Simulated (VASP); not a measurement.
A run of VASP 6.6.1 is set up as follows.

INCAR

```
SYSTEM = Sb
  PREC = Accurate
  ENCUT = 520
  EDIFF = 1E-6
  ISMEAR = 0
  SIGMA = 0.02
  LREAL = .False.
  LASPH = .True.
  NELM = 100
  ALGO = Normal
  ISIF = 2
  LWAVE = .False.
  LCHARG = .True.
  GGA = PE
  LELF = .True.
```

Contents of KPOINTS:

```
Automatic mesh
0
Gamma
  9 6 6
  0 0 0
```

The input POSCAR:

```
Sb
1.0
    3.1224020000      0.0000000000      0.0000000000
    0.0000000000      4.3475180000      0.0000000000
   -0.0389150000      0.0000000000      4.4058520000
Sb
2
Direct
    0.0113890000      0.2500000000      0.2411660000
    0.9886110000      0.7500000000      0.7588340000
```

Potentials or basis: VASP PAW PBE potentials, release 64 (Sb).

The run is started by

```sh
$ cat potpaw_PBE.64/Sb/POTCAR > POTCAR
$ mpirun -np 1 vasp_std > vasp.out
```

(1) Estimate the pressure.

(2) What does it give for the largest force?

(3) Estimate the band gap on the k mesh.

## Answers

(1) 0.4 GPa.

(2) 0.061 eV/Å.

(3) none (metal or under the smearing width).
